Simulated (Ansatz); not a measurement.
**Where Br_O puts its levels in the gap of Al2O3 (R-3c)**

Wanted: the transition levels of a substitutional impurity in Al2O3 (R-3c), from a cell of 120 host atoms with 1 O taken out and 1 Br put in.

Method: place-levels on PBEsol runs: charge-transition levels and formation energies with image-charge correction and potential alignment at the atomic sites, in Ansatz 0.2.0.

**Measured values to reproduce.**

“Multi-petahertz electron interference in Cr:Al2O3 solid-state material” (2018, pmc:5906618) quotes from earlier work for Al2O3, alpha (corundum) (high-purity reference sample): band gap (optical band gap of host from absorption) 8.7 eV [literature value quoted for a high-purity sample; optical absorption edge, temperature …].

### Step 1. The structure

The cell holds 120 atoms: 48 Al, 71 O and 1 Br. Cell: a = 9.548 Å, b = 9.548 Å, c = 13.015 Å, α = 90.0°, β = 90.0°, γ = 120.0°. It derives from Al2O3 (space group R-3c). Nearest the centre at fractional (0.680, 0.514, 0.583): Br107 at 0.00 Å, Al65 at 1.86 Å, Al91 at 1.86 Å, Al99 at 1.97 Å, Al102 at 1.97 Å, O120 at 2.53 Å, O117 at 2.53 Å, O80 at 2.62 Å.

Screening for the image-charge correction: ε∞ = (3.30, 3.30, 3.26), ε0 = (9.72, 9.72, 11.81), computed on the host (DFPT, PBEsol).

The cell's shortest repeat is 9.5 Å.

### Step 2. Charge states

A transition level is the Fermi level at which two charge states cost the same, so each charge needs its own total energy, at its own relaxed structure.

Random displacements of about 0.03 Å break the site symmetry at the start, so that the relaxation can reach a distorted minimum if there is one. Forces are taken at one point at (¼, ¼, ¼). The cell holds 1 electron fewer than the neutral one, with a uniform background that keeps it neutral on the whole.

One state's input; the others differ in charge, spin, start and seed, and in occupations where the table says so.

File qp1.relax/input.yaml:

```yaml
crystal:
  lattice:
    - [4.77386743, 0.0, 0.0]
    - [-2.38693371, 4.13429047, 0.0]
    - [0.0, 0.0, 13.01480708]
  atoms:
    - { symbol: Al, position: [0.0, 0.0, 0.64792089] }
    - { symbol: Al, position: [0.33333333, 0.66666667, 0.31458755] }
    - { symbol: Al, position: [0.66666667, 0.33333333, 0.98125422] }
    - { symbol: Al, position: [0.0, 0.0, 0.85207911] }
    - { symbol: Al, position: [0.33333333, 0.66666667, 0.51874578] }
    - { symbol: Al, position: [0.66666667, 0.33333333, 0.18541245] }
    - { symbol: Al, position: [0.0, 0.0, 0.14792089] }
    - { symbol: Al, position: [0.33333333, 0.66666667, 0.81458755] }
    - { symbol: Al, position: [0.66666667, 0.33333333, 0.48125422] }
    - { symbol: Al, position: [0.0, 0.0, 0.35207911] }
    - { symbol: Al, position: [0.33333333, 0.66666667, 0.01874578] }
    - { symbol: Al, position: [0.66666667, 0.33333333, 0.68541245] }
    - { symbol: O, position: [0.02747357, 0.66666667, 0.41666667] }
    - { symbol: O, position: [0.3608069, 0.33333333, 0.08333333] }
    - { symbol: O, position: [0.69414023, 0.0, 0.75] }
    - { symbol: O, position: [0.02747357, 0.3608069, 0.91666667] }
    - { symbol: O, position: [0.3608069, 0.02747357, 0.58333333] }
    - { symbol: O, position: [0.69414023, 0.69414023, 0.25] }
    - { symbol: O, position: [0.30585977, 0.30585977, 0.75] }
    - { symbol: O, position: [0.6391931, 0.97252643, 0.41666667] }
    - { symbol: O, position: [0.97252643, 0.6391931, 0.08333333] }
    - { symbol: O, position: [0.0, 0.69414023, 0.75] }
    - { symbol: O, position: [0.33333333, 0.3608069, 0.41666667] }
    - { symbol: O, position: [0.66666667, 0.02747357, 0.08333333] }
    - { symbol: O, position: [0.0, 0.30585977, 0.25] }
    - { symbol: O, position: [0.33333333, 0.97252643, 0.91666667] }
    - { symbol: O, position: [0.66666667, 0.6391931, 0.58333333] }
    - { symbol: O, position: [0.30585977, 0.0, 0.25] }
    - { symbol: O, position: [0.6391931, 0.66666667, 0.91666667] }
    - { symbol: O, position: [0.97252643, 0.33333333, 0.58333333] }
  supercell: [2, 2, 1]
  defects: [{ substitution: { at: 106, symbol: Br } }]
total_charge: 1
basis:
  ecutwfc: 420
  xc_grid: 2
hamiltonian:
  xc: pbesol
kpoints:
  mp_grid: { grid: [1, 1, 1], shift: [0.25, 0.25, 0.25] }
scf:
  occupations: { method: fixed }
  max_iter: 100
output:
  forces: true
  charged_corrections: { epsilon: [3.3, 3.3, 3.26], static_epsilon: [9.72, 9.72, 11.81] }
relax:
  f_tol: 0.02
  max_steps: 80
  random_displacement: { amplitude: 0.03, seed: 348 }
checkpoint:
  write: "../qp1.relax.run"
  compress: false
  write_wavefunctions: true
  write_every: 100000
```

Started as:

```console
> ansatz run input.yaml --threads 4 --pin off --max-ram 6594MiB --backend cpu --events-out ev --progress --plain --runs-dir out
```

The run of this state that the levels use, under PBEsol:

File qp1.point/input.yaml:

```yaml
crystal:
  checkpoint: "../qp1.relax.run"
  host: checkpoint
total_charge: 1
basis:
  ecutwfc: 420
  xc_grid: 2
hamiltonian:
  xc: pbesol
kpoints:
  mp_grid: { grid: [1, 1, 1], shift: [0.25, 0.25, 0.25] }
scf:
  occupations: { method: fixed }
  max_iter: 100
output:
  forces: true
  eigenvalues: true
  charged_corrections:
    epsilon: [3.3, 3.3, 3.26]
    static_epsilon: [9.72, 9.72, 11.81]
    defect_position: [0.680261, 0.513594, 0.583333]
  eigenstates: { localisation: true }
  populations: true
  band_densities: [{ bands: [v1, v1] }, { bands: [c1, c1] }]
  write_density: true
  write_potential: true
  volumetric_format: npy
checkpoint:
  read: "../qp1.relax.run"
  write: "../qp1.point.run"
  compress: false
  write_wavefunctions: false
  write_every: 100000
```

Relaxations under PBEsol at one point at (¼, ¼, ¼); times on 4 threads of Arm Neoverse V1, shared host:

```csv
charge,moment (μB),occupations,outcome,steps,largest displacement against the far atoms (Å),time
0,1,fixed,converged,6,0.43,5.6 min
+1,0,fixed,converged,7,0.43,2.9 min
```

Single points under PBEsol at one point at (¼, ¼, ¼); times on 4 threads of Arm Neoverse V1, shared host:

```csv
charge,moment (μB),occupations,outcome,time
0,1,fixed,converged,74 s
+1,0,fixed,converged,32 s
```

Distances (Å) from Br107 to the nearest atoms after relaxation with PBEsol:

```csv
charge,moment (μB),1.,2.,3.,4.,5.,6.
0,1,Al 2.21,Al 2.21,Al 2.32,Al 2.32,O 2.70,O 2.70
+1,0,Al 2.20,Al 2.20,Al 2.31,Al 2.32,O 2.70,O 2.70
```

### Step 3. Placing the levels, PBEsol

A charged cell interacts with its images and the background, and its potential has another zero than the host's. place-levels removes the first by a point-charge model, screened by the static dielectric constant since the ions have relaxed around the charge, and the second by comparing potentials at atoms far from the defect.

The host is a run of the defect-free crystal in the same cutoffs, grids and k-points, so that basis and sampling errors cancel in part in the differences. The host is run in a cell of 30 atoms on a matching mesh. Its band edges are searched through the zone by a band path, so the gap is smaller than, or equal to, that on the mesh. Chemical potentials are energies per atom of O (O2 molecule) and Br (solid Br2 (Cmce)), run with the same functional and cutoff.

File levels.point.yaml:

```yaml
host:
  run: host.point.run
states: [q0_M1.point.run, qp1.point.run]
geometry_from:
  q0_M1.point.run: q0_M1.relax.run
  qp1.point.run: qp1.relax.run
  host.point.run: host.relax.run
chemical_potentials:
  O:
    energy: -558.282649
    dataset: "<sha256 of the dataset>"
  Br:
    energy: -2736.47272
    dataset: "<sha256 of the dataset>"
```

Started as:

```console
> ansatz place-levels levels.point.yaml -- --threads 4 --pin off --max-ram 6594MiB
```

Numbers of over 12 decimals in the logs are rounded to 6 here.

Log:

```text
(+1/0) 6.047 eV above the valence edge (+6.870 eV without the band-filling correction), in the conduction band
formation energy of charge +1: +5.568 eV with the Fermi level at the valence edge
formation energy of charge 0: +11.614 eV with the Fermi level at the valence edge
  edges by pbesol, gap 6.030 eV; the host is sampled to repeats of 16.14 Å
  the defect's cells are sampled to repeats of 16.14 Å, like sampling
  charge +1: -67926.4799 eV with its correction of +0.354 eV, at epsilon [9.72, 9.72, 11.81], aligned at sites: +0.1626 eV, mean over 69 atomic sites at or beyond 4.77 Å from the host's site at [0.6804, 0.5137, 0.5833] by the defect at [0.6803, 0.5136, [...]
  charge 0: +0.000 eV for its dipole among its images, +0.000 omitted
  of states[1] (qp1.point.run): how wide its charge is, is not read beside other atoms or cores, and a band state would take no correction. [...]
  of states[0] (q0_M1.point.run): a band-filling correction moves a carrier to the host's band edge, which changes its energy by -0.823 eV; stability_check_not_made
```

Run time: 0.22 s. Hardware: 4 threads of Arm Neoverse V1, shared host.

Levels between the charges placed, in eV above the valence top:

```csv
,gap (eV),(+1/0)
PBEsol,6.03,6.05
```

Corrections by state:

```csv
charge,moment (μB),image terms and alignment (eV),band filling (eV),ε used,"over the lowest of its charge, as the program ranks them, band filling apart (eV)"
+1,0.0,0.354,-,"principal values (9.72, 9.72, 11.81)",0.000
0,1.0,0.000,-0.823,-,0.000
```

From the program's caveats on the states, each cut to its opening words:

- charge +1: how wide its charge is, is not read beside other atoms or cores, and a band state would take no correction
- charge 0 (1 μB): a band-filling correction moves a carrier to the host's band edge, which changes its energy by -0.823 eV
- charge 0 (1 μB): flagged: stability check not made

The host's formation energy from the elements is -3.095 eV per atom; it sets how far the chemical potentials can move.

Formation energies (eV), Al-rich (Δμ(Al) = 0.00 eV, Δμ(O) = -5.16 eV, Δμ(Br) = 0.00 eV):

```csv
charge,Fermi level at the valence top,at the conduction bottom
+1,0.41,6.44
0,6.46,6.46
```

Formation energies (eV), O-rich (Δμ(O) = 0.00 eV, Δμ(Al) = -7.74 eV, Δμ(Br) = 0.00 eV):

```csv
charge,Fermi level at the valence top,at the conduction bottom
+1,5.57,11.60
0,11.61,11.61
```

### Step 4. Summary of results

| Property | Result |
| --- | --- |
| gap of the host | 6.03 eV (PBEsol) |
| level (plus 1/0) | 6.05 eV above the valence top, past the conduction bottom (6.87 eV above the valence top without the band-filling term) |
| lowest of the charges placed, just above the valence top (0.02 eV) | +1 |
| lowest of the charges placed, just below the conduction bottom (0.02 eV) | +1 |
| lowest formation energy at mid-gap of the charges run, Al-rich | 3.42 eV |
| lowest formation energy at mid-gap of the charges run, O-rich | 8.58 eV |

Of the charges placed (0 and +1), +1 is the lowest from 0.02 eV above the valence top to 0.02 eV below the conduction bottom, a gap of 6.03 eV. Charges above +1 and below 0 were not placed, so these runs say nothing of levels that involve them. States placed: +1 at 0 μB; 0 at 1 μB. Other spin states or structures, where not listed, weren't placed. The program finds carriers beyond a band edge of the host and adds a band-filling term at charge 0 (-0.82 eV); steps to such a charge show no bound level, and a defect level inside a band would be read the same way. Br is taken at its element; compounds, which aren't counted here, bound the chemical potentials and would shift these formation energies. Keep in mind: one k-point off the zone centre stands for the whole zone; PBEsol makes the gap too small and tends to spread out bound carriers; where a gas molecule sets a chemical potential or the host's formation energy, its binding is uncorrected.

Comparison with the measured values:

| quantity | measured | PBEsol |
| --- | --- | --- |
| band gap (least gap of the host; the measured gap is an optical one, which needn't be the least gap) (eV) | 8.7 | 6.03 (-2.67 eV) |

Measured values from pmc:5906618 (2018).

How well it matches: The band gap is off by -2.67 eV: a clear miss. Local and semilocal functionals usually give gaps below the measured ones. An optical gap can lie under the band gap by the exciton's binding. Zero-point and thermal motion shift the measured gap.

[Logs are printed without paths, hosts, clocks, repeated set-up lines and the standing remarks that a program may print on its own settings, such as how far it seeks lower states.]

[Hosts, paths, dates, database ids (printed as entryN), source tags and the programs' standing remarks are cut or masked in the printed files.]

[Where a table of states has a column of steps, it counts the stored structures, which are thinned; the runs took as many ionic steps or more.]

[A defect's name tells the site on which it was built; relaxed atoms can leave that site.]

[For some hosts the program warned that the k-mesh of the response run may be too coarse for force constants and the static dielectric constant; such warnings are not shown here.]
